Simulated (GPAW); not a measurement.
# Ta (Im-3m) in GPAW: elastic constants with revTPSS+D3(BJ)

Aim: the elastic constants of Ta with revTPSS+D3(BJ).

Everything below comes from runs of GPAW 26.7.0. Logs are shortened: lines on timing, memory, paths and dates and some standing lists are left out, and cuts for length are marked. The log counts tension as positive stress, the text compression.

## 1. Starting point

The structure is cubic, space group Im-3m (No. 229). Conventional cell: a = 3.303 Å, b = 3.303 Å, c = 3.303 Å, α = 90.00°, β = 90.00°, γ = 90.00°. Ta (site symmetry m-3m) is surrounded by 8 Ta at 2.86 Å.

## 2. Elastic constants, revTPSS+D3(BJ), 18.01 Å³/atom

File run.py:

```python
import json
import numpy as np
import spglib
from ase.calculators.mixing import SumCalculator
from ase.constraints import FixSymmetry
from ase.filters import FrechetCellFilter
from ase.io import read, write
from ase.optimize import BFGS
from ase.stress import full_3x3_to_voigt_6_stress, voigt_6_to_full_3x3_strain, voigt_6_to_full_3x3_stress
from ase.units import GPa
from dftd3.ase import DFTD3
from gpaw import GPAW, PW

atoms = read('Ta.xyz')

calc = GPAW(mode=PW(600),
            xc='MGGA_X_REVTPSS+MGGA_C_REVTPSS',
            kpts={'size': (11, 11, 11), 'gamma': True},
            occupations={'name': 'fermi-dirac', 'width': 0.05},
            nbands=15,
            convergence={'density': 1e-06, 'eigenstates': 1e-09},
            eigensolver='davidson',
            maxiter=150,
            txt='gpaw.txt')
atoms.calc = SumCalculator([calc, DFTD3(method='revtpss', damping='d3bj')])
atoms.set_constraint(FixSymmetry(atoms))
BFGS(FrechetCellFilter(atoms), trajectory='relax.traj', logfile='-').run(fmax=0.005, steps=40)
atoms.set_constraint()
energy = atoms.get_potential_energy()
forces = atoms.get_forces()
stress = atoms.get_stress()
calc.write('gs.gpw')
write('result.traj', atoms)
print('Cell:', atoms.cell.cellpar().round(4))
print(atoms.get_scaled_positions().round(5))

gpts = tuple(int(n) for n in calc.get_number_of_grid_points())
cell = atoms.cell[:].T
dataset = spglib.get_symmetry((atoms.cell[:], atoms.get_scaled_positions(), atoms.numbers), symprec=1e-4)
rotations = [cell @ w @ np.linalg.inv(cell) for w in dataset['rotations']]
strains, clamped, relaxed = [], [], []
for v in [0, 3]:
    for e in (-0.005, 0.005):
        voigt = np.zeros(6)
        voigt[v] = e
        F = voigt_6_to_full_3x3_strain(voigt)
        a = atoms.copy()
        a.set_cell(atoms.cell[:] @ F, scale_atoms=True)
        c = GPAW(mode=PW(600),
                 xc='MGGA_X_REVTPSS+MGGA_C_REVTPSS',
                 kpts={'size': (11, 11, 11), 'gamma': True},
                 occupations={'name': 'fermi-dirac', 'width': 0.05},
                 nbands=15,
                 convergence={'density': 1e-06, 'eigenstates': 1e-09},
                 eigensolver='davidson',
                 maxiter=150,
                 gpts=gpts,
                 txt=f'strain-{v}{e:+.3f}.txt')
        a.calc = SumCalculator([c, DFTD3(method='revtpss', damping='d3bj')])
        s0 = s1 = a.get_stress() - stress
        print(v, e, 'clamped', (s0 / GPa).round(3), 'relaxed', (s1 / GPa).round(3), flush=True)
        for R in rotations:  # images under the point group
            eps = R @ (F - np.eye(3)) @ R.T
            strains.append(full_3x3_to_voigt_6_stress(eps) * [1, 1, 1, 2, 2, 2])
            for s, rows in ((s0, clamped), (s1, relaxed)):
                rows.append(full_3x3_to_voigt_6_stress(R @ voigt_6_to_full_3x3_stress(s) @ R.T))

C0, C = (np.linalg.lstsq(np.array(strains), np.array(s), rcond=None)[0].T / GPa for s in (clamped, relaxed))
print('Clamped-ion Cij (GPa):')
print(C0.round(1))
print('Relaxed-ion Cij (GPa):')
print(C.round(1))
json.dump({'clamped': C0.tolist(), 'relaxed': C.tolist()}, open('elastic.json', 'w'))
```

File Ta.xyz:

```xyz
1
Lattice="-1.6512800000 1.6512800000 1.6512800000 1.6512800000 -1.6512800000 1.6512800000 1.6512800000 1.6512800000 -1.6512800000" Properties=species:S:1:pos:R:3 pbc="T T T"
Ta     0.0000000000      0.0000000000      0.0000000000
```

Potentials or basis: GPAW PAW data sets (gpaw-data 1.2.1), pw.

Run with:

```bash
OMP_NUM_THREADS=1 python run.py
```

gpaw.txt:

```text
__  _  _
 | _ |_)|_||  |
 |__||  | ||/\| - 26.7.0

Input parameters:
  mode=PW(ecut=600.0),
  convergence={'density': 1e-06, 'eigenstates': 1e-09},
  eigensolver=Davidson(niter=2),
  kpts=MonkhorstPack(size=(11, 11, 11), gamma=True),
  maxiter=150,
  nbands=15,
  occupations=Occupations(name='fermi-dirac', width=0.05),
  xc=XC(name='MGGA_X_REVTPSS+MGGA_C_REVTPSS')

Diagonalizing LCAO Hamiltonian
Converting LCAO to pw mode

       Ta

Atoms  # Å, Bohr magnetons
|   | symbol |        x |        y |        z |    initial magnetic moments |
|---|--------|----------|----------|----------|-----------------------------|
| 0 |     Ta | 0.000000 | 0.000000 | 0.000000 | ( 0.0000,  0.0000,  0.0000) |

Unit cell  # Å
| periodic |         x |         y |         z |  lengths |     angles |
|----------|-----------|-----------|-----------|----------|------------|
|      yes | -1.651280 |  1.651280 |  1.651280 | 2.860101 | 109.471221 |
|      yes |  1.651280 | -1.651280 |  1.651280 | 2.860101 | 109.471221 |
|      yes |  1.651280 |  1.651280 | -1.651280 | 2.860101 | 109.471221 |

Number of symmetries: 48
Symmetry operations  # r_c * U_cc + t_c -> r_c
|    | kind |            matrix            |
|----|------|------------------------------|
|  0 |  σ   |  1, 1, 1,  0, 0,-1,  0,-1, 0 |
|  1 |  C4  |  1, 1, 1,  0, 0,-1, -1, 0, 0 |
|  2 |  C2  |  1, 1, 1,  0,-1, 0,  0, 0,-1 |
|  3 |  S6  |  1, 1, 1,  0,-1, 0, -1, 0, 0 |
|  4 |  S6  |  1, 1, 1, -1, 0, 0,  0, 0,-1 |
|  5 |  C4  |  1, 1, 1, -1, 0, 0,  0,-1, 0 |
|  6 |  E   |  1, 0, 0,  0, 1, 0,  0, 0, 1 |
|  7 |  σ   |  1, 0, 0,  0, 1, 0, -1,-1,-1 |
|  8 |  σ   |  1, 0, 0,  0, 0, 1,  0, 1, 0 |
|  9 |  C3  |  1, 0, 0,  0, 0, 1, -1,-1,-1 |
| 10 |  C3  |  1, 0, 0, -1,-1,-1,  0, 1, 0 |
[... 136 lines left out ...]
xc functional:
  name: MGGA_X_REVTPSS+MGGA_C_REVTPSS with 2 nearest neighbor stencil

convergence criteria:
- Maximum integral of absolute [dens]ity change: 1e-06 electrons / valence electron
- Maximum integral of absolute [eigenst]ate change: 1e-09 eV^2 / valence electron
- Maximum [total energy] change in last 3 cyles: 0.0005 eV / valence electron
maximum number of iterations: 150

SCF iterations
|iter     | |      energy | eigst |  dens |
|---------|-|-------------|-------|-------|
|iter:   1| |  111.298524 | +1.78 |       |
|iter:   2| |   40.261348 | +0.19 | -0.91 |
|iter:   3| |   40.096315 | -1.82 | -1.22 |
|iter:   4| |   40.306964 | -1.45 | -1.22 |
|iter:   5| |   40.263972 | -2.83 | -1.69 |
|iter:   6| |   40.253590 | -4.17 | -1.57 |
|iter:   7| |   40.316469 | -3.03 | -1.56 |
|iter:   8| |   40.314435 | -3.89 | -1.74 |
|iter:   9| |   40.338181 | -3.13 | -1.82 |
|iter:  10| |   40.340176 | -4.22 | -2.31 |
|iter:  11| |   40.340384c| -5.61 | -2.55 |
|iter:  12| |   40.341112c| -4.60 | -2.61 |
|iter:  13| |   40.341181c| -5.32 | -3.18 |
|iter:  14| |   40.341180c| -7.06 | -3.96 |
|iter:  15| |   40.341179c| -8.65 | -4.86 |
|iter:  16| |   40.341179c|-10.09c| -5.21 |
|iter:  17| |   40.341179c|-11.68c| -6.67c|

Converged in 17 steps
Energy contributions relative to reference atoms: (reference = -424172.441401)

Energy contributions:
  Kinetic:           5.717909
  Coulomb:          -6.383474
  Zero:             -0.159930
  External:          0.000000
  Xc:               41.170969
  Entropy:          -0.008588
  Spinorbit:         0.000000
  ----------------------------
  Free energy:      40.336885
  Extrapolated:     40.341179

dipole moment: (-5.932280, -5.932280, -5.932280)  # |e|*Ang
[... 21 lines left out ...]
No gap
No difference between direct/indirect transitions

Stress tensor  # eV/Ang^3
|         x |         y |         z |
|-----------|-----------|-----------|
|  0.021288 | -0.000000 | -0.000000 |
| -0.000000 |  0.021288 |  0.000000 |
| -0.000000 |  0.000000 |  0.021288 |

Forces  # eV/Ang
|       x |       y |       z |
|---------|---------|---------|
| 0.00000 | 0.00000 | 0.00000 |  # Ta   0

Interpolating wave functions to new cell

       Ta

Atoms  # Å, Bohr magnetons
|   | symbol |        x |        y |        z |    initial magnetic moments |
|---|--------|----------|----------|----------|-----------------------------|
| 0 |     Ta | 0.000000 | 0.000000 | 0.000000 | ( 0.0000,  0.0000,  0.0000) |

Unit cell  # Å
| periodic |         x |         y |         z |  lengths |     angles |
|----------|-----------|-----------|-----------|----------|------------|
|      yes | -1.621682 |  1.621682 |  1.621682 | 2.808836 | 109.471221 |
|      yes |  1.621682 | -1.621682 |  1.621682 | 2.808836 | 109.471221 |
|      yes |  1.621682 |  1.621682 | -1.621682 | 2.808836 | 109.471221 |

Number of symmetries: 48
Symmetry operations  # r_c * U_cc + t_c -> r_c
|    | kind |            matrix            |
|----|------|------------------------------|
|  0 |  σ   |  1, 1, 1,  0, 0,-1,  0,-1, 0 |
|  1 |  C4  |  1, 1, 1,  0, 0,-1, -1, 0, 0 |
|  2 |  C2  |  1, 1, 1,  0,-1, 0,  0, 0,-1 |
|  3 |  S6  |  1, 1, 1,  0,-1, 0, -1, 0, 0 |
|  4 |  S6  |  1, 1, 1, -1, 0, 0,  0, 0,-1 |
|  5 |  C4  |  1, 1, 1, -1, 0, 0,  0,-1, 0 |
|  6 |  E   |  1, 0, 0,  0, 1, 0,  0, 0, 1 |
|  7 |  σ   |  1, 0, 0,  0, 1, 0, -1,-1,-1 |
|  8 |  σ   |  1, 0, 0,  0, 0, 1,  0, 1, 0 |
|  9 |  C3  |  1, 0, 0,  0, 0, 1, -1,-1,-1 |
| 10 |  C3  |  1, 0, 0, -1,-1,-1,  0, 1, 0 |
[... 136 lines left out ...]
xc functional:
  name: MGGA_X_REVTPSS+MGGA_C_REVTPSS with 2 nearest neighbor stencil

convergence criteria:
- Maximum integral of absolute [dens]ity change: 1e-06 electrons / valence electron
- Maximum integral of absolute [eigenst]ate change: 1e-09 eV^2 / valence electron
- Maximum [total energy] change in last 3 cyles: 0.0005 eV / valence electron
maximum number of iterations: 150

SCF iterations
|iter     | |      energy | eigst |  dens |
|---------|-|-------------|-------|-------|
|iter:   1| | 2666.843513 |       |       |
|iter:   2| |   40.331200 | +0.77 | -1.52 |
|iter:   3| |   40.301320 | -0.86 | -1.65 |
|iter:   4| |   40.295064 | -2.28 | -1.64 |
|iter:   5| |   40.307936 | -4.00 | -1.62 |
|iter:   6| |   40.328705 | -3.77 | -1.66 |
|iter:   7| |   40.352632 | -3.30 | -1.76 |
|iter:   8| |   40.360103 | -3.28 | -2.05 |
|iter:   9| |   40.357144 | -3.86 | -2.53 |
|iter:  10| |   40.354027c| -4.83 | -2.35 |
|iter:  11| |   40.352922c| -5.03 | -2.32 |
|iter:  12| |   40.353704c| -4.21 | -2.45 |
|iter:  13| |   40.353633c| -6.34 | -3.45 |
|iter:  14| |   40.353617c| -6.74 | -3.75 |
|iter:  15| |   40.353617c| -9.18c| -4.56 |
|iter:  16| |   40.353617c| -9.91c| -5.03 |
|iter:  17| |   40.353617c|-11.92c| -6.33c|

Converged in 17 steps
Energy contributions relative to reference atoms: (reference = -424172.441401)
[... 35 lines left out ...]
No gap
No difference between direct/indirect transitions

Stress tensor  # eV/Ang^3
|         x |         y |         z |
|-----------|-----------|-----------|
| -0.053924 |  0.000000 | -0.000000 |
|  0.000000 | -0.053924 |  0.000000 |
| -0.000000 |  0.000000 | -0.053924 |

Forces  # eV/Ang
|        x |        y |       z |
|----------|----------|---------|
| -0.00000 | -0.00000 | 0.00000 |  # Ta   0

Interpolating wave functions to new cell

       Ta

Atoms  # Å, Bohr magnetons
|   | symbol |        x |        y |        z |    initial magnetic moments |
|---|--------|----------|----------|----------|-----------------------------|
| 0 |     Ta | 0.000000 | 0.000000 | 0.000000 | ( 0.0000,  0.0000,  0.0000) |

Unit cell  # Å
| periodic |         x |         y |         z |  lengths |     angles |
|----------|-----------|-----------|-----------|----------|------------|
|      yes | -1.621485 |  1.621485 |  1.621485 | 2.808495 | 109.471221 |
|      yes |  1.621485 | -1.621485 |  1.621485 | 2.808495 | 109.471221 |
|      yes |  1.621485 |  1.621485 | -1.621485 | 2.808495 | 109.471221 |

Number of symmetries: 48
Symmetry operations  # r_c * U_cc + t_c -> r_c
|    | kind |            matrix            |
|----|------|------------------------------|
|  0 |  σ   |  1, 1, 1,  0, 0,-1,  0,-1, 0 |
|  1 |  C4  |  1, 1, 1,  0, 0,-1, -1, 0, 0 |
|  2 |  C2  |  1, 1, 1,  0,-1, 0,  0, 0,-1 |
|  3 |  S6  |  1, 1, 1,  0,-1, 0, -1, 0, 0 |
|  4 |  S6  |  1, 1, 1, -1, 0, 0,  0, 0,-1 |
|  5 |  C4  |  1, 1, 1, -1, 0, 0,  0,-1, 0 |
|  6 |  E   |  1, 0, 0,  0, 1, 0,  0, 0, 1 |
|  7 |  σ   |  1, 0, 0,  0, 1, 0, -1,-1,-1 |
|  8 |  σ   |  1, 0, 0,  0, 0, 1,  0, 1, 0 |
|  9 |  C3  |  1, 0, 0,  0, 0, 1, -1,-1,-1 |
| 10 |  C3  |  1, 0, 0, -1,-1,-1,  0, 1, 0 |
[... 136 lines left out ...]
xc functional:
  name: MGGA_X_REVTPSS+MGGA_C_REVTPSS with 2 nearest neighbor stencil

convergence criteria:
- Maximum integral of absolute [dens]ity change: 1e-06 electrons / valence electron
- Maximum integral of absolute [eigenst]ate change: 1e-09 eV^2 / valence electron
- Maximum [total energy] change in last 3 cyles: 0.0005 eV / valence electron
maximum number of iterations: 150

SCF iterations
|iter     | |      energy | eigst |  dens |
|---------|-|-------------|-------|-------|
|iter:   1| |  505.332046 |       |       |
|iter:   2| |   40.385091 | +0.83 | -1.16 |
|iter:   3| |   40.352754 | -1.05 | -2.26 |
|iter:   4| |   40.352616 | -2.69 | -2.33 |
|iter:   5| |   40.353115c| -4.51 | -2.38 |
|iter:   6| |   40.353483c| -5.37 | -2.47 |
|iter:   7| |   40.353641c| -5.88 | -2.59 |
|iter:   8| |   40.353700c| -6.56 | -2.67 |
|iter:   9| |   40.353724c| -7.28 | -2.72 |
|iter:  10| |   40.353850c| -5.83 | -2.74 |
|iter:  11| |   40.353811c| -6.92 | -2.90 |
|iter:  12| |   40.353929c| -5.53 | -2.85 |
|iter:  13| |   40.353950c| -5.91 | -3.24 |
|iter:  14| |   40.353950c| -7.62 | -4.21 |
|iter:  15| |   40.353950c| -8.41 | -4.55 |
|iter:  16| |   40.353950c| -9.97c| -5.20 |
|iter:  17| |   40.353950c|-12.10c| -6.34c|

Converged in 17 steps
Energy contributions relative to reference atoms: (reference = -424172.441401)
[... 35 lines left out ...]
No gap
No difference between direct/indirect transitions

Stress tensor  # eV/Ang^3
|         x |         y |         z |
|-----------|-----------|-----------|
| -0.054496 | -0.000000 |  0.000000 |
| -0.000000 | -0.054496 | -0.000000 |
|  0.000000 | -0.000000 | -0.054496 |

Forces  # eV/Ang
|        x |       y |        z |
|----------|---------|----------|
| -0.00000 | 0.00000 | -0.00000 |  # Ta   0

# Writing to gs.gpw (mode='')
```

It took 8.1 min on 1 thread of AMD EPYC 7B13 (Zen 3), shared host; peak memory 0.76 GiB.

What came out:

```
Free energy                                  : 39.4474 eV
Relaxed volume                               : 17.05 Å³/atom
Relaxed cell                                 : a = 2.808 Å, b = 2.808 Å, c = 2.808 Å, α = 109.47°, β = 109.47°, γ = 109.47°
Space group after relaxing (to 0.05 Å)       : Im-3m (No. 229)
Pressure after relaxing                      : 0.0 GPa
Band gap on the k mesh                       : none (metal or under the smearing width)
Elastic constants C11, C12, C44              : 362, 170, 146 GPa
Voigt bulk modulus                           : 234 GPa
Bulk modulus (Hill)                          : 234 GPa
Shear modulus (Hill)                         : 124 GPa
Young's modulus                              : 315 GPa
Poisson's ratio (from the elastic constants) : 0.28
Dispersion energy per atom                   : -0.904 eV
```

Caveat: the density grid can change from cell to cell, which puts small steps into energies and stress; elastic constants of metals need much finer meshes, so these are rough; the PAW data sets were made with another functional, which shifts forces and pressure a little; pairwise dispersion overbinds metals, which lowers pressure and volume.
